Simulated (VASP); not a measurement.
# Tm: single point with RPBE

Tm:

```
CELL_PARAMETERS angstrom
3.41309 0.00000 0.00000
-1.13770 3.21789 0.00000
-1.13770 -1.60895 2.78678
ATOMIC_POSITIONS crystal
Tm 0.00000 0.00000 0.00000
```

This isn't the form of Tm at room conditions, which is hcp.

* Program: VASP 6.6.1
* Task: single point
* Functional: RPBE
* Potentials or basis: VASP PAW PBE potentials, release 64 (Tm_3), 4f in core
* Cutoff: 600 eV
* k mesh: 10 × 10 × 10
* Occupations: gaussian, width 0.1 eV
* Spin: collinear spin, ferromagnetic start
* Starting moments: [2.0] μB

```
Pressure                                              : 2.1 GPa
Band gap on the k mesh                                : none (metal or under the smearing width)
Net moment                                            : 0.35 μB per cell
Site moments                                          : Tm +0.28 μB
Valence electrons inside the program's atomic spheres : Tm 8.11
```

Levels at points of the mesh, in eV from the Fermi level:
Spin up:
```tsv
k point	band 2	band 3	band 4	band 5	band 6	band 7	band 8	band 9
(0.00, 0.00, 0.00)	-25.42	-25.42	-5.95	1.88	1.88	1.88	4.08	4.08
(0.50, 0.00, 0.00)	-25.59	-25.42	-2.57	0.16	0.46	3.90	4.82	6.83
(0.50, 0.50, 0.50)	-25.79	-25.79	-1.69	-1.69	5.56	5.56	5.56	6.15
```
Spin down:
| k point | band 1 | band 2 | band 3 | band 4 | band 5 | band 6 | band 7 | band 8 |
| --- | --- | --- | --- | --- | --- | --- | --- | --- |
| (0.00, 0.00, 0.00) | -25.35 | -25.35 | -25.35 | -5.61 | 2.12 | 2.12 | 2.12 | 4.21 |
| (0.50, 0.00, 0.00) | -25.86 | -25.52 | -25.35 | -2.26 | 0.43 | 0.81 | 4.07 | 4.95 |
| (0.50, 0.50, 0.50) | -25.71 | -25.71 | -25.71 | -1.44 | -1.44 | 5.94 | 5.94 | 5.94 |

Wall time 35 s on 1 thread of AMD EPYC 9R45 (Zen 5) (shared host), peak memory 0.17 GiB.

Caveat: the magnetic or orbital state may not be the lowest; the PAW data sets were made with another functional, which shifts forces and pressure a little; spin-orbit coupling is left out, which moves the levels of the heavy elements; the 4f electrons are frozen in the core as for a trivalent ion, so they carry no moment and show no levels. The state reached can hang on the start; a lower one may exist.
